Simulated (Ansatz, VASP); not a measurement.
One calculation of BAs, two programs

The input INCAR:

```
PREC     = Accurate       # precision mode
ENCUT    = 520            # plane-wave cutoff, eV
EDIFF    = 1E-6           # SCF threshold, eV
ISMEAR   = 0              # smearing method
SIGMA    = 0.02           # smearing width, eV
LREAL    = F              # projectors in reciprocal space
LASPH    = T              # aspherical terms in the spheres
NELM     = 60             # most SCF steps
ALGO     = Normal         # electronic algorithm
ISIF     = 2              # what is computed and relaxed
LWAVE    = F              # write WAVECAR
LCHARG   = F              # write CHGCAR
GGA      = PE             # functional
NBANDS   = 11             # bands
```

Contents of KPOINTS:

```
regular mesh
0
Gamma
  10 10 10
```

File POSCAR:

```
BAs
1.0
    0.0000000000      2.3299997107      2.3299997107
    2.3299997107      0.0000000000      2.3299997107
    2.3299997107      2.3299997107      0.0000000000
B As
1 1
Direct
    0.0000000000      0.0000000000      0.0000000000
    0.2500000000      0.2500000000      0.2500000000
```

Input for Ansatz:

```yaml
crystal:
  lattice:
    - [0.0, 2.3299997107, 2.3299997107]
    - [2.3299997107, 0.0, 2.3299997107]
    - [2.3299997107, 2.3299997107, 0.0]
  atoms:
    - { symbol: B, position: [0.0, 0.0, 0.0] }
    - { symbol: As, position: [0.25, 0.25, 0.25] }
basis:
  ecutwfc: 420
kpoints:
  mp_grid: { grid: [10, 10, 10] }
hamiltonian:
  xc: pbe
scf:
  occupations: { method: gaussian, width: 0.02 }
output:
  forces: true
  stress: true
  eigenvalues: true
```

Alike in both runs: task single point; functional PBE; k mesh 10 × 10 × 10; occupations gaussian, width 0.02 eV; no spin polarisation.

```csv
,VASP,Ansatz
version,VASP 6.6.1,Ansatz 0.2.0
potentials or method,"VASP PAW PBE potentials, release 64 (B, As)","scalar-relativistic, plane waves, PAW"
plane-wave cutoff (eV),520,420
valence electrons in the cell,8,18
```

|  | VASP | Ansatz | Ansatz less VASP |
| --- | --- | --- | --- |
| gap on the k mesh at the Fermi level (eV) | 1.10 | 1.11 | +0.010 |
| least direct gap on the mesh (eV) | 3.37 | 3.38 | +0.004 |
| pressure (GPa) | 16.0 | 15.1 | -0.94 |

The two sets of potentials don't hold the same shells in valence.

Caveats: so large a pressure means that the cell lies far from this level's equilibrium, or that cutoff or potentials fall short (VASP). Expect the measured gap to be larger: semilocal functionals such as PBE lack the derivative discontinuity. A k mesh can miss the band edges.
